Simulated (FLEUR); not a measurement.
# CdS (Greenockite) (P6_3mc) in FLEUR: a series of runs

Runs on CdS (Greenockite). Level: Wu-Cohen GGA. Tasks: band structure, equation of state.

Program: FLEUR MaX-R8.1 (later development tree). These are calculated values, not measurements. Logs are shortened: lines on timing, memory, paths and dates and some standing lists are left out, and cuts for length are marked.

**What was measured.**

From “Isotope dependence of band-gap energy”, 2008, arxiv:0807.2152, for a bulk crystal of CdS: band gap 2.5809 ± 0.0002 eV.

The results are compared with them further down.

## (1) The crystal as given

The structure is hexagonal, space group P6_3mc (No. 186). Conventional cell: a = 4.150 Å, b = 4.150 Å, c = 6.737 Å, α = 90.00°, β = 90.00°, γ = 120.00°. Around Cd (site symmetry 3m) lie 4 S at 2.53 to 2.54 Å. Around S (site symmetry 3m) lie 4 Cd at 2.53 to 2.54 Å.

## (2) Band structure, Wu-Cohen GGA

Contents of inp.xml:

```xml
<?xml version="1.0" encoding="UTF-8" standalone="no"?>
<fleurInput fleurInputVersion="0.39">
   <comment>
      CdS                                                                                                 
   </comment>
   <calculationSetup>
      <cutoffs Kmax="4.37" Gmax="13.5" GmaxXC="13.5" numbands="0"/>
      <scfLoop itmax="60" minDistance="0.00001" maxIterBroyd="15" imix="Anderson" alpha="0.05" precondParam="0.0" spinf="2.0" sdNocoIR="T"/>
      <coreElectrons ctail="T" frcor="F" kcrel="0" coretail_lmax="0"/>
      <xcFunctional name="wc" relativisticCorrections="F"/>
      <magnetism jspins="1"/>
      <soc l_soc="F" theta="0.0" phi="0.0" spav="F"/>
      <expertModes spex="0" secvar="F"/>
      <geometryOptimization l_f="F" forcealpha="1.0" forcemix="BFGS" epsdisp="0.00001" epsforce="0.00001"/>
      <ldaU l_linMix="F" mixParam="0.05" spinf="1.0"/>
   </calculationSetup>
   <cell>
      <bzIntegration valenceElectrons="52.0" mode="hist" fermiSmearingEnergy="0.00183747">
         <kPointListSelection listName="default-1"/>
         <!-- k-points included here -->
         <xi:include xmlns:xi="http://www.w3.org/2001/XInclude" href="kpts.xml"> </xi:include>
      </bzIntegration>
      <!-- symmetry operations included here -->
      <xi:include xmlns:xi="http://www.w3.org/2001/XInclude" href="sym.xml"> </xi:include>
[... 33 lines left out ...]
         <lo type="SCLO" l="0" n="3" eDeriv="2"/>
         <lo type="SCLO" l="1" n="3" eDeriv="2"/>
         <lo type="SCLO" l="2" n="3" eDeriv="2"/>
         <lo type="SCLO" l="3" n="4" eDeriv="2"/>
      </species>
   </atomSpecies>
   <atomGroups>
      <atomGroup species="Cadmium (Cd)">
         <relPos label="                   1">-1.000/3.000 1.000/3.000 1.000/2.000</relPos>
         <relPos label="                   2">1.000/3.000 -1.000/3.000 .0000000000</relPos>
         <force calculate="T" relaxXYZ="TTT"/>
      </atomGroup>
      <atomGroup species="Sulfur (S)">
         <relPos label="                   3">-1.000/3.000 1.000/3.000 -1.000/8.000</relPos>
         <relPos label="                   4">1.000/3.000 -1.000/3.000 3.000/8.000</relPos>
         <force calculate="T" relaxXYZ="TTT"/>
      </atomGroup>
   </atomGroups>
   <output dos="F" band="F" slice="F">
      <checks vchk="F" cdinf="F"/>
      <bandDOS minEnergy="-.5*Htr" maxEnergy="0.5*Htr" sigma="0.015" storeEVData="T"/>
      <vacuumDOS vacdos="F" integ="F" star="F" nstars="0" locx1="0.0" locy1="0.0" locx2="0.0" locy2="0.0" nstm="0" tworkf="0.0"/>
      <unfoldingBand unfoldBand="F" supercellX="1" supercellY="1" supercellZ="1"/>
      <plotting iplot="0" polar="F">
         <plot TwoD="T" vec1="  1.0  0.0  0.0" vec2="  0.0  1.0  0.0" vec3="  0.0  0.0  1.0" zero="  0.0  0.0  0.0" file="plot"/>
      </plotting>
      <chargeDensitySlicing numkpt="0" minEigenval="0.0" maxEigenval="0.0" nnne="0" pallst="F"/>
      <specialOutput eonly="F"/>
      <moessbauerParams electricFieldGradient="T" isomerShift="T" coreHyperfine="T" valenceHyperfine="T"/>
      <magneticCircularDichroism mcd="F" energyLo="-10.0" energyUp="0.0"/>
   </output>
  <!-- We include the file relax.xml here to enable relaxations (see documentation) -->
  <xi:include xmlns:xi="http://www.w3.org/2001/XInclude" href="relax.xml"> <xi:fallback/> </xi:include>
</fleurInput>
```

Contents of crystal.txt:

```
CdS
&input cartesian=F /
4.1500000000  0.0000000000  0.0000000000
-2.0750000000  3.5940054257  0.0000000000
0.0000000000  0.0000000000  6.7370000000
1.8897261246
1.0 1.0 1.0

4
48 0.6666666667  0.3333333333  0.5000000000
48 0.3333333333  0.6666666667  0.0000000000
16 0.6666666667  0.3333333333  0.8750000000
16 0.3333333333  0.6666666667  0.3750000000

&kpt div1=7 div2=7 div3=4 gamma=T /
```

Contents of inp.xml (bands):

```
<?xml version="1.0" encoding="UTF-8" standalone="no"?>
<fleurInput fleurInputVersion="0.39">
   <comment>
      CdS                                                                                                 
   </comment>
   <calculationSetup>
      <cutoffs Kmax="4.37" Gmax="13.5" GmaxXC="13.5" numbands="0"/>
      <scfLoop itmax="60" minDistance="0.00001" maxIterBroyd="15" imix="Anderson" alpha="0.05" precondParam="0.0" spinf="2.0" sdNocoIR="T"/>
      <coreElectrons ctail="T" frcor="F" kcrel="0" coretail_lmax="0"/>
      <xcFunctional name="wc" relativisticCorrections="F"/>
      <magnetism jspins="1"/>
      <soc l_soc="F" theta="0.0" phi="0.0" spav="F"/>
      <expertModes spex="0" secvar="F"/>
      <geometryOptimization l_f="F" forcealpha="1.0" forcemix="BFGS" epsdisp="0.00001" epsforce="0.00001"/>
      <ldaU l_linMix="F" mixParam="0.05" spinf="1.0"/>
   </calculationSetup>
   <cell>
      <bzIntegration valenceElectrons="52.0" mode="hist" fermiSmearingEnergy="0.00183747">
         <kPointListSelection listName="path-1"/>
         <!-- k-points included here -->
         <xi:include xmlns:xi="http://www.w3.org/2001/XInclude" href="kpts.xml"> </xi:include>
      </bzIntegration>
      <!-- symmetry operations included here -->
      <xi:include xmlns:xi="http://www.w3.org/2001/XInclude" href="sym.xml"> </xi:include>
[... 33 lines left out ...]
         <lo type="SCLO" l="0" n="3" eDeriv="2"/>
         <lo type="SCLO" l="1" n="3" eDeriv="2"/>
         <lo type="SCLO" l="2" n="3" eDeriv="2"/>
         <lo type="SCLO" l="3" n="4" eDeriv="2"/>
      </species>
   </atomSpecies>
   <atomGroups>
      <atomGroup species="Cadmium (Cd)">
         <relPos label="                   1">-1.000/3.000 1.000/3.000 1.000/2.000</relPos>
         <relPos label="                   2">1.000/3.000 -1.000/3.000 .0000000000</relPos>
         <force calculate="T" relaxXYZ="TTT"/>
      </atomGroup>
      <atomGroup species="Sulfur (S)">
         <relPos label="                   3">-1.000/3.000 1.000/3.000 -1.000/8.000</relPos>
         <relPos label="                   4">1.000/3.000 -1.000/3.000 3.000/8.000</relPos>
         <force calculate="T" relaxXYZ="TTT"/>
      </atomGroup>
   </atomGroups>
   <output dos="F" band="T" slice="F">
      <checks vchk="F" cdinf="F"/>
      <bandDOS minEnergy="-.5*Htr" maxEnergy="0.5*Htr" sigma="0.015" storeEVData="T"/>
      <vacuumDOS vacdos="F" integ="F" star="F" nstars="0" locx1="0.0" locy1="0.0" locx2="0.0" locy2="0.0" nstm="0" tworkf="0.0"/>
      <unfoldingBand unfoldBand="F" supercellX="1" supercellY="1" supercellZ="1"/>
      <plotting iplot="0" polar="F">
         <plot TwoD="T" vec1="  1.0  0.0  0.0" vec2="  0.0  1.0  0.0" vec3="  0.0  0.0  1.0" zero="  0.0  0.0  0.0" file="plot"/>
      </plotting>
      <chargeDensitySlicing numkpt="0" minEigenval="0.0" maxEigenval="0.0" nnne="0" pallst="F"/>
      <specialOutput eonly="F"/>
      <moessbauerParams electricFieldGradient="T" isomerShift="T" coreHyperfine="T" valenceHyperfine="T"/>
      <magneticCircularDichroism mcd="F" energyLo="-10.0" energyUp="0.0"/>
   </output>
  <!-- We include the file relax.xml here to enable relaxations (see documentation) -->
  <xi:include xmlns:xi="http://www.w3.org/2001/XInclude" href="relax.xml"> <xi:fallback/> </xi:include>
</fleurInput>
```

Potentials or basis: all-electron, FLAPW.

Started as:

```
$ inpgen -f crystal.txt -profile fastHighL
$ # inp.xml edited to the form shown
$ fleur_MPI
$ fleur_MPI   # second run, on inp.xml (bands)
```

What it wrote:

```text
Welcome to FLEUR        (www.flapw.de)
      MaX-Release 8.1          (www.max-centre.eu)

 ========== k-point set info ==========
 Selected k-point list: default-1
 k-point list type: mesh
 7 x 7 x 4
 Number of k points: 24

 ------------Calculation Setup---------------------------
 Number of MPI-tasks      :            1
 Number of PE/node        :            1
 Number of OMP-threads    :            1
 Most efficient MPI parallelization for:
           1           2           3           4           6           8          12          24
 Additional eigenvalue parallelization possible
 Number of basis functions:         1129
 Approximate size of matrices (H+S) per k-point:         0.038 GB
 --------------------------------------------------------
 Iteration:     1   Distance:       7.77169287 me/bohr^3
 Iteration:     2   Distance:       6.94549686 me/bohr^3
 Iteration:     3   Distance:       3.70128114 me/bohr^3
 Iteration:     4   Distance:       1.52264584 me/bohr^3
 Iteration:     5   Distance:       1.05391821 me/bohr^3
 Iteration:     6   Distance:       0.27369303 me/bohr^3
 Iteration:     7   Distance:       0.21238544 me/bohr^3
 Iteration:     8   Distance:       0.03158211 me/bohr^3
 Iteration:     9   Distance:       0.01655338 me/bohr^3
 Iteration:    10   Distance:       0.00311483 me/bohr^3
 Iteration:    11   Distance:       0.00058055 me/bohr^3
 Iteration:    12   Distance:       0.00051059 me/bohr^3
 Iteration:    13   Distance:       0.00019536 me/bohr^3
 Iteration:    14   Distance:       0.00001790 me/bohr^3
 Iteration:    15   Distance:       0.00001882 me/bohr^3
 Iteration:    16   Distance:       0.00001648 me/bohr^3
 Iteration:    17   Distance:       0.00000478 me/bohr^3

 ********************************************************************
 Run finished successfully
 Stop message:
   all done
 ********************************************************************
```

Run time: 8.9 min. Hardware: 1 thread of Arm Neoverse V2, shared host; peak memory 0.13 GiB.

What came out:

| Quantity | Value |
| --- | --- |
| Free energy | -326226.9939 eV |
| Band gap on the k mesh | 1.03 eV, direct |
| Band gap along the path | 1.03 eV, direct |
| Valence electrons inside the program's atomic spheres | Cd 18.52; S 3.54 (radii Cd 2.53, S 1.9 bohr) |

Levels at the corners of the path, in eV from the valence-band top:
```csv
point,band 24,band 25,band 26,band 27,band 28,band 29
Γ,-0.04,0.00,0.00,1.03,2.65,6.36
M,-1.87,-1.31,-0.74,3.58,3.76,4.98
K,-1.86,-1.86,-1.62,4.51,4.99,4.99
Γ,-0.04,0.00,0.00,1.03,2.65,6.36
A,-0.40,-0.40,-0.40,2.71,2.71,6.04
L,-1.34,-1.33,-1.33,3.34,3.34,5.27
H,-2.42,-1.12,-1.12,4.27,4.27,5.95
A,-0.40,-0.40,-0.40,2.71,2.71,6.04
L,-1.34,-1.33,-1.33,3.34,3.34,5.27
M,-1.87,-1.31,-0.74,3.58,3.76,4.98
K,-1.86,-1.86,-1.62,4.51,4.99,4.99
H,-2.42,-1.12,-1.12,4.27,4.27,5.95
```

Core levels (eV from the Fermi level):
```csv
atom,levels
1 Cd,"1s1/2 -26501.6, 2s1/2 -3929.5, 2p1/2 -3658.6, 2p3/2 -3466.1, 3s1/2 -728.5, 3p1/2 -619.9, 3p3/2 -585.5, 3d3/2 -392.9, 3d5/2 -386.0"
2 Cd,"1s1/2 -26501.6, 2s1/2 -3929.5, 2p1/2 -3658.6, 2p3/2 -3466.1, 3s1/2 -728.5, 3p1/2 -619.9, 3p3/2 -585.5, 3d3/2 -392.9, 3d5/2 -386.0"
3 S,"1s1/2 -2397.0, 2s1/2 -204.2, 2p1/2 -150.2, 2p3/2 -148.9"
4 S,"1s1/2 -2397.0, 2s1/2 -204.2, 2p1/2 -150.2, 2p3/2 -148.9"
```

## (3) Equation of state, Wu-Cohen GGA, 23.61 Å³/atom (volume scaled by 0.94)

Changes to inp.xml since step 2:

```diff
@@ -6,3 +6,3 @@
    <calculationSetup>
-      <cutoffs Kmax="4.37" Gmax="13.5" GmaxXC="13.5" numbands="0"/>
+      <cutoffs Kmax="4.51" Gmax="14.0" GmaxXC="14.0" numbands="0"/>
       <scfLoop itmax="60" minDistance="0.00001" maxIterBroyd="15" imix="Anderson" alpha="0.05" precondParam="0.0" spinf="2.0" sdNocoIR="T"/>
@@ -24,3 +24,3 @@
       <xi:include xmlns:xi="http://www.w3.org/2001/XInclude" href="sym.xml"> </xi:include>
-      <bulkLattice scale="1.0">
+      <bulkLattice scale="0.9795861087">
          <bravaisMatrix>
@@ -34,3 +34,3 @@
       <species name="Cadmium (Cd)" element="Cd" atomicNumber="48">
-         <mtSphere radius="2.53" gridPoints="837" logIncrement="0.015"/>
+         <mtSphere radius="2.45" gridPoints="837" logIncrement="0.015"/>
          <atomicCutoffs lmax="10" lnonsphr="8"/>
@@ -48,3 +48,3 @@
       <species name="Sulfur (S)" element="S" atomicNumber="16">
-         <mtSphere radius="1.9" gridPoints="629" logIncrement="0.018"/>
+         <mtSphere radius="1.84" gridPoints="629" logIncrement="0.018"/>
          <atomicCutoffs lmax="8" lnonsphr="6"/>
```

Potentials or basis: all-electron, FLAPW.

Started as:

```
$ inpgen -f crystal.txt -profile fastHighL
$ # inp.xml edited to the form shown
$ fleur_MPI
```

Run time: 7.2 min. Hardware: 1 thread of Arm Neoverse V2, shared host; peak memory 0.13 GiB.

It converged, with:

```
Free energy                                           : -326226.9544 eV
Band gap on the k mesh                                : 1.17 eV, direct
Valence electrons inside the program's atomic spheres : Cd 18.39; S 3.35 (radii Cd 2.45, S 1.84 bohr)
```

## (4) Equation of state, Wu-Cohen GGA, 24.12 Å³/atom (volume scaled by 0.96)

Changes to inp.xml since step 3:

```diff
@@ -24,3 +24,3 @@
       <xi:include xmlns:xi="http://www.w3.org/2001/XInclude" href="sym.xml"> </xi:include>
-      <bulkLattice scale="0.9795861087">
+      <bulkLattice scale="0.9864848297">
          <bravaisMatrix>
```

Started as:

```
$ inpgen -f crystal.txt -profile fastHighL
$ # inp.xml edited to the form shown
$ fleur_MPI
```

Run time: 8.7 min. Hardware: 1 thread of Arm Neoverse V2, shared host; peak memory 0.13 GiB.

It converged, with:

```yaml
Free_energy: -326226.9849 eV
Band_gap_on_the_k_mesh: 1.12 eV, direct
Valence_electrons_inside_the_program's_atomic_spheres: Cd 18.37; S 3.34 (radii Cd 2.45, S 1.84 bohr)
```

## (5) Equation of state, Wu-Cohen GGA, 25.12 Å³/atom

Changes to inp.xml since step 4:

```diff
@@ -24,3 +24,3 @@
       <xi:include xmlns:xi="http://www.w3.org/2001/XInclude" href="sym.xml"> </xi:include>
-      <bulkLattice scale="0.9864848297">
+      <bulkLattice scale="1.0000000000">
          <bravaisMatrix>
```

Started as:

```
$ inpgen -f crystal.txt -profile fastHighL
$ # inp.xml edited to the form shown
$ fleur_MPI
```

Wall time 9.8 min (1 thread of Arm Neoverse V2, shared host); peak memory 0.14 GiB.

The run converged. Its results:

```yaml
Free_energy: -326226.9939 eV
Band_gap_on_the_k_mesh: 1.03 eV, direct
Valence_electrons_inside_the_program's_atomic_spheres: Cd 18.34; S 3.33 (radii Cd 2.45, S 1.84 bohr)
```

## (6) Equation of state, Wu-Cohen GGA, 26.13 Å³/atom (volume scaled by 1.04)

Changes to inp.xml since step 5:

```diff
@@ -24,3 +24,3 @@
       <xi:include xmlns:xi="http://www.w3.org/2001/XInclude" href="sym.xml"> </xi:include>
-      <bulkLattice scale="1.0000000000">
+      <bulkLattice scale="1.0131594038">
          <bravaisMatrix>
```

Potentials or basis: all-electron, FLAPW.

Started as:

```
$ inpgen -f crystal.txt -profile fastHighL
$ # inp.xml edited to the form shown
$ fleur_MPI
```

Run time: 11 min. Hardware: 1 thread of Arm Neoverse V2, shared host; peak memory 0.14 GiB.

It converged, with:

```yaml
Free_energy: -326226.9450 eV
Band_gap_on_the_k_mesh: 0.95 eV, direct
Valence_electrons_inside_the_program's_atomic_spheres: Cd 18.30; S 3.31 (radii Cd 2.45, S 1.84 bohr)
```

## (7) How close it comes

Step 2. Against the measured gap of CdS, 2.5809 eV (quoted in “Isotope dependence of band-gap energy”, 2008, arxiv:0807.2152), the calculated 1.03 eV is off by -1.55 eV. So large a miss can be the level of theory's own, or it may mean another phase, state or a wrong row. Spin-orbit coupling on Cd is left out. The value is that of Wu-Cohen GGA, without temperature or zero-point motion.
